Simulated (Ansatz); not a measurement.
## ZnS and the effect of the functional

It takes space group P6_3mc (No. 186, hexagonal). The conventional cell has a = 3.811 Å, b = 3.811 Å, c = 6.234 Å, α = 90.00°, β = 90.00°, γ = 120.00°. Zn (site symmetry 3m) has 4 S at 2.31 to 2.40 Å as nearest neighbours. Around S (site symmetry 3m) lie 4 Zn at 2.31 to 2.40 Å.

Kept alike: task band structure; k mesh 8 × 8 × 5; occupations fermi-dirac, width 0.05 eV; no spin polarisation. Program: Ansatz, all-electron LAPW, scalar-relativistic. The mesh is that of the run's cell of 4 atoms. No spin-orbit coupling.

| functional | band gap (eV) | pressure (GPa) |
| --- | --- | --- |
| LDA | 1.990 | -3.88 |
| PBE | 2.251 | 2.35 |
| PBEsol | 2.113 | -1.28 |

Pressure is positive in compression. Gaps are the smaller of the mesh's and the band path's.

The band gap runs from 1.990 (LDA) to 2.251 eV (PBE). From PBE: LDA -0.261; PBEsol -0.138. The pressure runs from -3.88 (LDA) to 2.35 GPa (PBE). From PBE: LDA -6.23; PBEsol -3.63. A positive pressure means that the functional's own cell is larger than the one given, a negative one that it is smaller.
